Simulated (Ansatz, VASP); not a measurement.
GaN in VASP and in Ansatz

```
Ga N
1.0
     3.15866    0.00000    0.00000
    -1.57933    2.73548    0.00000
     0.00000    0.00000    5.13133
Ga N
2 2
Cartesian
  0.0000 1.8237 0.0202
  1.5793 0.9118 2.5859
  0.0000 1.8237 1.9553
  1.5793 0.9118 4.5210
```

Change from the starting cell: volume scaled by 0.98, ions relaxed.

Alike in both runs: functional PBE; k mesh 11 × 11 × 6; occupations fermi-dirac, width 0.02 eV; no spin polarisation.

Ansatz relaxed the structure, and its values are those at the end. VASP's run is a single point on that final structure, the one shown.

```csv
,VASP,Ansatz
version,VASP 6.6.1,Ansatz 0.2.0
potentials or method,"VASP PAW PBE potentials, release 64 (Ga_d, N)","plane-wave PAW, scalar-relativistic"
plane-wave cutoff (eV),520,420
valence electrons in the cell,36,36
```

|  | VASP | Ansatz | Ansatz less VASP |
| --- | --- | --- | --- |
| gap on the k mesh at the Fermi level (eV) | 2.12 | 2.11 | -0.011 |
| pressure (GPa) | 11.6 | 11.6 | -0.04 |

Ansatz warned: «stress_scf_threshold_loose».
